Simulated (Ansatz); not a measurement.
# ZrS: equation of state with r2SCAN

Crystal: ZrS.

```xyz
2
Lattice="0.0000 2.6250 2.6250 2.6250 0.0000 2.6250 2.6250 2.6250 0.0000" Properties=species:S:1:pos:R:3 pbc="T T T"
Zr    0.0000    0.0000    0.0000
S     2.6250    2.6250    2.6250
```

- Program: Ansatz 0.2.0
- Task: equation of state
- Functional: r2SCAN
- Potentials or basis: Ansatz PAW
- Cutoff: 500 eV
- Density cutoff: 2000 eV
- k mesh: 9 × 9 × 9
- Occupations: fermi-dirac, width 0.05 eV
- Spin: no spin polarisation

```json
{
  "Equilibrium volume": "17.82 Å³/atom",
  "Bulk modulus": "140 GPa",
  "Pressure derivative of the bulk modulus": "4.5"
}
```

Energy against volume, from the lowest point:
| volume (Å³/atom) | energy (meV/atom) |
| --- | --- |
| 17.003 | 17.78 |
| 17.364 | 5.20 |
| 17.726 | 0.00 |
| 18.088 | 1.43 |
| 18.450 | 8.78 |
| 18.811 | 21.43 |
| 19.173 | 38.82 |

All runs of the series together: 27 s on 2 threads of Arm Neoverse N1, on a shared host.

Caveat: the PAW data sets were made with another functional, which shifts forces and pressure a little.
